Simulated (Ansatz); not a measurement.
**Sb in Ansatz: the effect of functional**

Crystal: Sb.

```
CELL_PARAMETERS angstrom
-1.85878 1.85878 1.85878
1.85878 -1.85878 1.85878
1.85878 1.85878 -1.85878
ATOMIC_POSITIONS crystal
Sb 0.00000 0.00000 0.00000
```

This isn't the form of Sb at room conditions, which is rhombohedral.

The cell isn't the ideal one: volume scaled by 0.98.

Alike in all runs:

```yaml
Program: Ansatz 0.2.0
Task: single point
Potentials_or_basis: Ansatz PAW
k_mesh: 10 × 10 × 10
Occupations: fermi-dirac, width 0.05 eV
Spin: no spin polarisation
```

```tsv
functional	cutoff	pressure (GPa)
LDA	420 eV (not typed: the program's choice for these potentials)	0.1
PBEsol	420 eV (not typed: the program's choice for these potentials)	?
r2SCAN	500 eV (not typed: the program's choice for these potentials)	4.0
```

Q: What does the run with functional PBEsol give?

A: Pressure 1.4 GPa.

Caveats: the PAW data sets come from PBE, with cores solved anew for the run's functional, which leaves a small shift of forces and pressure.
